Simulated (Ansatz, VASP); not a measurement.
## Cu in VASP and in Ansatz

```
Cu
1.0
     1.21846   -3.97638    0.00000
     1.21846    3.97638    0.00000
     0.00000    0.00000    2.47550
Cu
2
Direct
  0.13387 0.86613 0.25000
  0.86613 0.13387 0.75000
```

Alike in both runs: task single point; functional PBE; k mesh 8 × 8 × 8; occupations gaussian, width 0.1 eV; no spin polarisation.

|  | VASP | Ansatz |
| --- | --- | --- |
| version | VASP 6.6.1 | Ansatz 0.2.0 |
| potentials or method | VASP PAW PBE potentials, release 64 (Cu) | scalar-relativistic, plane waves, PAW |
| plane-wave cutoff (eV) | 520 | 420 |
| valence electrons in the cell | 22 | 38 |

Ansatz gave:

```
gap on the k mesh at the Fermi level (eV)       : none
pressure (GPa)                                  : 6.5
largest component of the traceless stress (GPa) : 0.72
rms of the force components (eV/Å)              : 0.024
```

What did VASP give for the same quantities?

gap on the k mesh at the Fermi level (eV): none; pressure (GPa): 7.0; largest component of the traceless stress (GPa): 0.61; rms of the force components (eV/Å): 0.027.

Atom by atom the forces differ by 0.002 eV/Å (rms over components). A gap of «none» marks a metal or a gap that the smearing closes. The functional is the same, so the differences come from potentials, cutoffs and numerics. The two sets of potentials don't hold the same shells in valence.
